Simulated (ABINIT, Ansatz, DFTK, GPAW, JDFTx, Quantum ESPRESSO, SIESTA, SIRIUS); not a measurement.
**NbP: 8 runs at one level of theory**

```xyz
4
Lattice="-1.6749 1.6749 5.7401 1.6749 -1.6749 5.7401 1.6749 1.6749 -5.7401" Properties=species:S:1:pos:R:3 pbc="T T T"
Nb    1.6749    0.0000    2.8687
Nb    0.0000    0.0000    5.7387
P     0.0000    1.6749    3.8200
P     0.0000    0.0000    0.9500
```

The cell is a database's computed one, not the measured one.

Alike in all runs: task single point; functional PBEsol; k mesh 11 × 11 × 11; occupations fermi-dirac, width 0.05 eV; no spin polarisation; no spin-orbit coupling. Pressure is positive in compression and, in plane waves, holds the error of the finite cutoff.

| program and potentials | plane-wave cutoff (eV) | notes | pressure (GPa) |
| --- | --- | --- | --- |
| JDFTx, PseudoDojo-SR-PBEsol-0.4.1-standard with smoothed tails | 1116 | - | -6.38 |
| GPAW, PAW data sets generated for this functional | 600 | - | -6.70 |
| Ansatz, all-electron LAPW, scalar-relativistic | - | - | -6.38 |
| DFTK, PseudoDojo SR PBEsol 0.4.1 standard (PBEsol) | 1116 | - | -6.38 |
| Quantum ESPRESSO, GBRV 1.5 PBEsol | 612 | - | -6.72 |
| ABINIT, JTH PAW PBE v2.0 | 544 | potentials made for PBE | -6.56 |
| SIESTA, files PseudoDojo sr-pbesol-0.4.1-standard, DZP (energy shift 0.003 Ry; two zetas on semicore shells) | - | atomic basis | -4.52 |
| SIRIUS, PseudoDojo 0.4.1 PBEsol standard (scalar relativistic) | 1127 | - | -6.37 |

The pressure spans -6.72 (Quantum ESPRESSO, GBRV 1.5 PBEsol) to -4.52 GPa (SIESTA, files PseudoDojo sr-pbesol-0.4.1-standard, DZP (energy shift 0.003 Ry; two zetas on semicore shells)), with all-electron results at -6.38. The pressure on the cell as given of SIESTA, files PseudoDojo sr-pbesol-0.4.1-standard, DZP (energy shift 0.003 Ry; two zetas on semicore shells) lies far from the others; the cause wasn't traced. Rows in atomic bases carry the error of their basis and grid, which can be large.

The functional is the same throughout but for its coding, so the spread measures potentials, basis and numerics; runs on potential files found faulty are left out.
